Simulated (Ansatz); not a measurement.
# KCl: stress in a strained cell

KCl is deformed so: equal xy, yz and zx engineering shear strains of -1 %. What stress and forces result, by LAPW, PAW and all-electron datasets made for the crystal?

Computed with Ansatz 0.2.0 (DFT PBE, scalar-relativistic, unless a step's input says otherwise).

## Step 1: The system as given

Symmetry: Pm-3m, No. 221, cubic system. The conventional cell has a = 3.634 Å, b = 3.634 Å, c = 3.634 Å, α = 90.00°, β = 90.00°, γ = 90.00°. K (site symmetry m-3m) has 8 Cl at 3.15 Å as nearest neighbours. Cl (site symmetry m-3m) has 8 K at 3.15 Å as nearest neighbours.

Coordinates:

```cif
data_structure
_symmetry_space_group_name_H-M 'Pm-3m'
_symmetry_Int_Tables_number 221
_cell_length_a 3.6340
_cell_length_b 3.6340
_cell_length_c 3.6340
_cell_angle_alpha 90.000
_cell_angle_beta 90.000
_cell_angle_gamma 90.000
_cell_volume 47.99
loop_
_atom_site_label
_atom_site_type_symbol
_atom_site_symmetry_multiplicity
_atom_site_Wyckoff_symbol
_atom_site_fract_x
_atom_site_fract_y
_atom_site_fract_z
_atom_site_occupancy
K1 K 1 a 0.00000 0.00000 0.00000 1
Cl1 Cl 1 b 0.50000 0.50000 0.50000 1
```

The file gives the conventional cell by its symmetry; the runs use the cell typed in the input.

Atoms are numbered in the order of the input: K1, Cl2.

## Step 2: The deformed structure

Space group Pm-3m before, R-3m after.

## Step 3: All-electron LAPW

input.yaml

```yaml
crystal:
  lattice:
    - [3.634, -0.01817, -0.01817]
    - [-0.01817, 3.634, -0.01817]
    - [-0.01817, -0.01817, 3.634]
  atoms:
    - { symbol: K, position: [0.0, 0.0, 0.0] }
    - { symbol: Cl, position: [0.5, 0.5, 0.5] }
kpoints:
  mp_grid: { grid: [7, 7, 7] }
  band_path:
    path:
      - [0.0, 0.0, 0.0]
      - [0.5, 0.0, 0.0]
      - [0.5, -0.5, 0.5]
      - [0.4901240068, -0.5098759932, 0.4901240068]
      - [0.4901240068, 0.4901240068, 0.4901240068]
      - [0.0, 0.0, 0.0]
      - [0.5, -0.5, 0.0]
    npoints: 5
scf:
  occupations: { method: fermi_dirac, width: 0.02 }
hamiltonian:
  xc: pbe
  pseudopotentials: { kind: all_electron, lapw: { basis_error: 0.0005 } }
output:
  forces: true
  stress: true
  eigenvalues: true
```

Launch:

```
ansatz run input.yaml --threads 1 --pin off --max-ram 3072MiB --backend cpu --events-out ev --progress --plain --runs-dir out
```

## Step 4: Frozen-core PAW

input.yaml

```yaml
crystal:
  lattice:
    - [3.634, -0.01817, -0.01817]
    - [-0.01817, 3.634, -0.01817]
    - [-0.01817, -0.01817, 3.634]
  atoms:
    - { symbol: K, position: [0.0, 0.0, 0.0] }
    - { symbol: Cl, position: [0.5, 0.5, 0.5] }
kpoints:
  mp_grid: { grid: [7, 7, 7] }
scf:
  occupations: { method: fermi_dirac, width: 0.02 }
hamiltonian:
  xc: pbe
  pseudopotentials: { kind: paw }
output:
  forces: true
  stress: true
  eigenvalues: true
  efg: { contact_densities: true }
  write_density: true
  write_potential: true
  elf: true
  volumetric_format: npy
```

## Step 5: All-electron PAW on datasets made for the crystal

input.yaml: that of step 4 with these lines changed.

```diff
@@ -14,3 +14,3 @@
   xc: pbe
-  pseudopotentials: { kind: paw }
+  pseudopotentials: { kind: all_electron, datasets: crystal }
 output:
@@ -20,5 +20 @@
   efg: { contact_densities: true }
-  write_density: true
-  write_potential: true
-  elf: true
-  volumetric_format: npy
```

(Steps that only read results are left out.)

**Question.** What will these runs give? Wanted: pressure; largest shear or deviatoric stress.

**Answer**, as computed:

```
                                 quantity                                           value
                                 pressure  LAPW 4.48, PAW 4.48, crystal datasets 4.48 GPa
largest shear or deviatoric stress (LAPW)                                        0.16 GPa
```

In words: The largest part of the stress beyond the pressure is 0.16 GPa in size; the atoms are carried along and not relaxed. No run of the undeformed cell stands beside it, so the pressure holds what the given cell had before the change. PAW: stress within 0.01 GPa of LAPW. Crystal datasets: stress within 0.01 GPa of LAPW.
